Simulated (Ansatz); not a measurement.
Runs of Ansatz 0.2.0 on Te. It takes space group P3_121 (No. 152, trigonal). Conventional cell: a = 4.454 Å, b = 4.454 Å, c = 5.924 Å, α = 90.00°, β = 90.00°, γ = 120.00°. Te (site symmetry 2) is surrounded by 2 Te at 2.86 Å. 

```csv
task,level,k mesh,cutoff (eV),smearing,points for each segment of the path,pressure (GPa),largest force (eV/Å)
atomic charges,HSE06+D4,5 × 5 × 3,420,gaussian 0.05 eV,-,-2.4,0.28
band structure,HSE03,4 × 4 × 3,420,fermi-dirac 0.05 eV,4,0.0,(b)
band structure,PBEsol0,4 × 4 × 3,420,fermi-dirac 0.05 eV,4,-1.8,(a)
band structure,r2SCANh,4 × 4 × 3,500,fermi-dirac 0.05 eV,4,(c),0.28
band structure,HF,4 × 4 × 3,420,fermi-dirac 0.05 eV,4,4.1,1.60
```

Alike in all rows: potentials or basis Ansatz PAW; no spin polarisation; cell as given.

Question: Estimate the missing entries.

Answer: (a) 0.42; (b) 0.23; (c) 0.5.

Caveats: the PAW data sets come from PBE, with cores solved anew for the run's functional, which leaves a small shift of forces and pressure; the thresholds are loose for stress; forces of over 1 eV/Å show positions far from the minimum, so gaps and moduli don't describe the material at rest (some runs).

Runs at the PBE level aren't shown here.
